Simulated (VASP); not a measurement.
Runs of VASP 6.6.1 on EuS. Symmetry: Fm-3m, No. 225, cubic system. The conventional cell has a = 5.957 Å, b = 5.957 Å, c = 5.957 Å, α = 90.00°, β = 90.00°, γ = 90.00°. Eu (site symmetry m-3m) is surrounded by 6 S at 2.98 Å. Around S (site symmetry m-3m) lie 6 Eu at 2.98 Å. 

```tsv
task	level	cell	cutoff (eV)	smearing	gap on the mesh (eV)	pressure (GPa)	moment (μB)
relaxation of cell and atoms	RPBE	relaxed	600	fermi-dirac 0.05 eV	none	0.0	6.99
single point	PBE	as given	520	gaussian 0.011 eV	none	(a)	6.99
band structure	RPBE	as given	520	fermi-dirac 0.05 eV	-	-	6.99
band structure	BLYP	as given	520	fermi-dirac 0.05 eV	-	0.5	6.97
band structure	revPBE	as given	520	fermi-dirac 0.05 eV	-	-1.0	6.99
```

Alike in all rows: potentials or basis VASP PAW PBE potentials, release 64 (Eu, S); spin collinear, ferromagnetic start; k mesh 8 × 8 × 8.

Task: Fill in the values left out.

Result: (a) -2.8.

Caveats: spin-orbit coupling is left out, which moves the levels of the heavy elements; a cell with one magnetic atom can't hold antiferromagnetic order, which such compounds often take; without U or exact exchange the open f shell lies at the Fermi level, which spoils levels, moments and volumes; the PAW data sets were made with another functional, which shifts forces and pressure a little (some runs).

A k mesh can miss the band edges, and the runs leave out spin-orbit coupling on Eu.

A gap of «none» marks a metal or a gap under the smearing width.
